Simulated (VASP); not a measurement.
# Ba (P6/mmm) in VASP: a series of runs

The runs below take Ba through single point, with LDA.

Program: VASP 6.6.1. These are calculated values, not measurements. Logs are shortened: lines on timing, memory, paths and dates and some standing lists are left out, and cuts for length are marked.

**1. The structure**

The structure is hexagonal, space group P6/mmm (No. 191). The conventional cell has a = 4.312 Å, b = 4.312 Å, c = 3.913 Å, α = 90.00°, β = 90.00°, γ = 120.00°. Around Ba (site symmetry 6/mmm) lie 8 Ba at 3.91 to 4.31 Å.

This isn't the form of Ba at room conditions, which is bcc.

**2. Single point, LDA**

Contents of INCAR:

```
SYSTEM = Ba
ADDGRID = .False.
ALGO = Normal
EDIFF = 1E-6
ENCUT = 450
GGA = CA
ISIF = 2
ISMEAR = -1
LASPH = .True.
LCHARG = .False.
LREAL = .False.
LWAVE = .False.
NBANDS = 11
NELM = 100
PREC = Accurate
SIGMA = 0.4
```

Contents of KPOINTS:

```
k-points
0
Gamma
  4 4 4
  0 0 0
```

Contents of POSCAR:

```
Ba
1.0
    4.3116136979      0.0000000000      0.0000000000
   -2.1558068490      3.7339669937      0.0000000000
    0.0000000000      0.0000000000      3.9134133000
Ba
1
Direct
    0.0000000000      0.0000000000      0.0000000000
```

Potentials or basis: VASP PAW LDA potentials, release 64 (Ba_sv).

Run with:

```
> cat potpaw_LDA.64/Ba_sv/POTCAR > POTCAR
> mpirun -np 1 vasp_std > vasp.out
```

OUTCAR:

```text
SYSTEM = Ba
   EDIFF = 1E-6
   ENCUT = 450
   GGA = CA
   ISIF = 2
   ISMEAR = -1
   LASPH = .True.
   LREAL = .False.
   NELM = 100
   PREC = Accurate

 Found     12 irreducible k-points:

 Following reciprocal coordinates:
            Coordinates               Weight
  0.000000  0.000000  0.000000      1.000000
  0.250000  0.000000  0.000000      6.000000
  0.500000  0.000000  0.000000      3.000000
  0.250000  0.250000  0.000000      6.000000
  0.000000  0.000000  0.250000      2.000000
  0.250000  0.000000  0.250000     12.000000
   k-points           NKPTS =     12   k-points in BZ     NKDIM =     12   number of bands    NBANDS=     11
   number of dos      NEDOS =    301   number of ions     NIONS =      1
   total plane-waves  NPLWV =  25200
   dimension x,y,z NGX =    30 NGY =   30 NGZ =   28
   dimension x,y,z NGXF=    60 NGYF=   60 NGZF=   56
   ions per type =               1
   NGX,Y,Z   is equivalent  to a cutoff of  11.57, 11.57, 11.89 a.u.
   NGXF,Y,Z  is equivalent  to a cutoff of  23.13, 23.13, 23.79 a.u.
 SYSTEM =  Ba
   PREC   = accura    normal or accurate (medium, high low for compatibility)
   ISTART =      0    job   : 0-new  1-cont  2-samecut
   ICHARG =      2    charge: 1-file 2-atom 10-const
   ISPIN  =      1    spin polarized calculation?
   LNONCOLLINEAR =      F non collinear calculations
   LSORBIT =      F    spin-orbit coupling
   LASPH  =      T    aspherical Exc in radial PAW
   ENCUT  =  450.0 eV  33.07 Ry    5.75 a.u.   7.46  7.46  6.77*2*pi/ulx,y,z
   NELM   =    100;   NELMIN=  2; NELMDL= -5     # of ELM steps
   EDIFF  = 0.1E-05   stopping-criterion for ELM
   LREAL  =      F    real-space projection
   EDIFFG = 0.1E-04   stopping-criterion for IOM
   NSW    =      0    number of steps for IOM
   IBRION =     -1    ionic relax: 0-MD 1-quasi-New 2-CG
   NFREE  =      0    steps in history (QN), initial steepest desc. (CG)
   ISIF   =      2    stress and relaxation
   ISYM   =      2    0-nonsym 1-usesym 2-fastsym
   POTIM  = 0.5000    time-step for ionic-motion
   TEBEG  =    0.0;   TEEND  =   0.0 temperature during run
   PSTRESS=    0.0 pullay stress
   NELECT =      10.0000    total number of electrons
   NUPDOWN=      -1.0000    fix difference up-down
   EMIN   =  10.00;   EMAX   =-10.00  energy-range for DOS
   EFERMI =   0.00;   METHOD = LEGACY
   ISMEAR =    -1;   SIGMA  =   0.40  broadening in eV -4-tet -1-fermi 0-gaus
   EFERMI_NEDOS =   21; number of points for ismear=-14 and -15
   IALGO  =     38    algorithm
   IMIX   =      4    mixing-type and parameters
     AMIX     =   0.40;   BMIX     =  1.00
     AMIX_MAG =   1.60;   BMIX_MAG =  1.00
  volume/ion in A,a.u.               =      63.00       425.17
  Fermi-wavevector in a.u.,A,eV,Ry     =   0.886379  1.675014 10.689660  0.785668
  Thomas-Fermi vector in A             =   2.007537
   LORBIT       =      0    0 simple, 1 ext, 2 COOP (PROOUT), +10 PAW based schemes
   GGA     = CA    functional components
   LHFCALC =     F    Hartree Fock is set to
   AEXX    =    0.0000 exact exchange contribution
   IVDW    =     0    specifies the selected vdW correction
   LEPSILON=     F    determine dielectric tensor
   LRPA    =     F    only Hartree local field effects (RPA)
 non-spin polarized calculation
  energy-cutoff  :      450.00
  volume of cell :       63.00
 maximum number of plane-waves:      1382
 NGX is ok and might be reduce to    30
   NGX = 15   NGY = 15   NGZ = 13

 number of electron      10.0000000 magnetization

 Free energy of the ion-electron system (eV)
  ---------------------------------------------------
  ext. energy  EPLUGINS =         0.00000000
  ---------------------------------------------------
  free energy    TOTEN  =        -2.48588685 eV

  energy without entropy =       -1.60579176  energy(sigma->0) =       -2.04583931

 E-fermi :   1.3271     XC(G=0):  -7.5825

 val. band max:        1.2871650440   @ k =   0.2500   0.2500   0.2500
 cond. band min:       1.4089365097   @ k =   0.5000   0.0000   0.2500
 fundamental gap:      0.1217714657
 Fermi energy:         1.3271410996

 k-point     1 :       0.0000    0.0000    0.0000
  band No.  band energies     occupation
      1     -27.4431      2.00000
      2     -12.3962      2.00000
      3     -12.3962      2.00000
      4     -12.2887      2.00000
      5      -1.2618      1.99691
      6       1.5088      0.77670
      7       3.1420      0.02118
      8       3.1420      0.02118
      9       6.3532      0.00001
     10       6.3532      0.00001
     11       7.5401      0.00000

 k-point     2 :       0.2500    0.0000    0.0000
  band No.  band energies     occupation
      1     -27.4216      2.00000
      2     -12.6587      2.00000
      3     -12.4559      2.00000
      4     -12.2618      2.00000
      5      -0.3413      1.96960
      6       1.7825      0.48522
      7       2.3051      0.15961
      8       4.1800      0.00160
      9       5.1241      0.00015
     10       6.1273      0.00001
     11       8.2419      0.00000

 k-point     3 :       0.5000    0.0000    0.0000
  band No.  band energies     occupation
      1     -27.3999      2.00000
      2     -12.9023      2.00000
      3     -12.5142      2.00000
      4     -12.2346      2.00000
      5       0.4894      1.78068
      6       1.7976      0.47153
      7       2.4947      0.10245
      8       4.4133      0.00089
      9       5.9250      0.00002
     10       6.2655      0.00001
     11       7.4000      0.00000

 k-point     4 :       0.2500    0.2500    0.0000
  band No.  band energies     occupation
      1     -27.4000      2.00000
      2     -12.8096      2.00000
      3     -12.6165      2.00000
      4     -12.2346      2.00000
      5       0.9663      1.42275
      6       1.7155      0.54937
      7       2.1639      0.21976
      8       4.6941      0.00044
      9       5.4368      0.00007
     10       5.6533      0.00004
     11       6.8931      0.00000

 k-point     5 :       0.0000    0.0000    0.2500
  band No.  band energies     occupation
      1     -27.4095      2.00000
      2     -12.7033      2.00000
      3     -12.3579      2.00000
      4     -12.3579      2.00000
      5      -0.4668      1.97770
      6       2.3392      0.14753
      7       3.4106      0.01088
      8       3.4106      0.01088
      9       4.9171      0.00025
     10       4.9171      0.00025
     11       7.1570      0.00000

 k-point     6 :       0.2500    0.0000    0.2500
  band No.  band energies     occupation
      1     -27.3885      2.00000
      2     -12.6680      2.00000
      3     -12.6076      2.00000
      4     -12.4159      2.00000
      5       0.3575      1.83730
      6       2.2067      0.19968
      7       2.9976      0.03025
      8       3.8905      0.00329
      9       4.2419      0.00137
     10       4.7675      0.00037
     11       8.2676      0.00000

 [... further k-points ...]

------------------------ aborting loop because EDIFF is reached ----------------------------------------

  FORCE on cell =-STRESS in cart. coord.  units (eV):
  Direction    XX          YY          ZZ          XY          YZ          ZX
  --------------------------------------------------------------------------------------
  -------------------------------------------------------------------------------------
  Total       -0.3746752     -0.3746752     -0.1179222      0.0000000     -0.0000000      0.0000000
  in kB       -9.5279507     -9.5279507     -2.9987481      0.0000000     -0.0000000      0.0000000
  external PRESSURE =      -7.3515498 kB  Pullay stress =       0.0000000 kB

 VOLUME and BASIS-vectors are now :
 -----------------------------------------------------------------------------
  energy-cutoff  :      450.00
  volume of cell :       63.00
      direct lattice vectors                 reciprocal lattice vectors
     4.311613698  0.000000000  0.000000000     0.231931724  0.133905844  0.000000000
    -2.155806849  3.733966994  0.000000000     0.000000000  0.267811687  0.000000000
     0.000000000  0.000000000  3.913413300     0.000000000  0.000000000  0.255531405

 POSITION                                       TOTAL-FORCE (eV/Angst)
 -----------------------------------------------------------------------------------
      0.00000      0.00000      0.00000         0.000000      0.000000      0.000000
 -----------------------------------------------------------------------------------
    total drift:                               -0.000000      0.000000     -0.000000

  FREE ENERGIE OF THE ION-ELECTRON SYSTEM (eV)
  ---------------------------------------------------
  free  energy   TOTEN  =        -2.4858868469 eV

  energy  without entropy=       -1.6057917646  energy(sigma->0) =       -2.04583931
```

OSZICAR:

```text
N       E                     dE             d eps       ncg     rms          rms(c)
DAV:   1     0.521995939090E+02    0.52200E+02   -0.40480E+03   264   0.686E+02
DAV:   2     0.143835539673E+00   -0.52056E+02   -0.50775E+02   320   0.130E+02
DAV:   3    -0.239507069844E+01   -0.25389E+01   -0.25096E+01   320   0.300E+01
DAV:   4    -0.249323399654E+01   -0.98163E-01   -0.97921E-01   339   0.549E+00
DAV:   5    -0.249672061572E+01   -0.34866E-02   -0.34855E-02   352   0.904E-01    0.194E+00
DAV:   6    -0.248954654656E+01    0.71741E-02   -0.61104E-03   342   0.639E-01    0.114E+00
DAV:   7    -0.248584954041E+01    0.36970E-02   -0.95177E-03   316   0.827E-01    0.523E-02
DAV:   8    -0.248588062459E+01   -0.31084E-04   -0.37607E-04   379   0.116E-01    0.175E-02
DAV:   9    -0.248588592664E+01   -0.53021E-05   -0.14093E-05   339   0.224E-02    0.933E-03
DAV:  10    -0.248588684686E+01   -0.92022E-06   -0.27996E-06   320   0.105E-02
   1 F= -.24858868E+01 E0= -.20458393E+01  d E =-.880095E+00
```

It took 2.7 s on 1 thread of Intel Xeon 6975P-C (Granite Rapids), shared host; peak memory 0.14 GiB.

The run converged, but some of its settings lie outside the range that counts as converged, so its numbers aren't taken as properties of the crystal.

What came out:

```yaml
Free_energy: -2.4859 eV
Pressure: -0.7 GPa
```

Caveat: the k mesh is coarse (spacing up to 0.42 Å⁻¹), so the values aren't converged; the mesh shows a gap though the element is a metal.

**3. Single point, LDA**

INCAR is that of step 2.

KPOINTS is that of step 2.

Contents of POSCAR:

```
Ba
1.0
    4.3404360000      0.0427450000      0.0778240000
   -2.1332000000      3.6827230000     -0.0419260000
    0.0706370000     -0.0031590000      3.9204320000
Ba
1
Direct
    0.0107920000      0.0146870000     -0.0229320000
```

Potentials or basis: VASP PAW LDA potentials, release 64 (Ba_sv).

Run with:

```
> cat potpaw_LDA.64/Ba_sv/POTCAR > POTCAR
> mpirun -np 1 vasp_std > vasp.out
```

Wall time 6.3 s (1 thread of Intel Xeon 6975P-C (Granite Rapids), shared host); peak memory 0.15 GiB.

These settings aren't checked as converged: the numbers below hold their error.

What came out:

```
Free energy : -2.4866 eV
Pressure    : -0.7 GPa
```

Caveat: the k mesh is coarse (spacing up to 0.42 Å⁻¹), so the values aren't converged; the mesh shows a gap though the element is a metal.

[end of part 1 of 2]
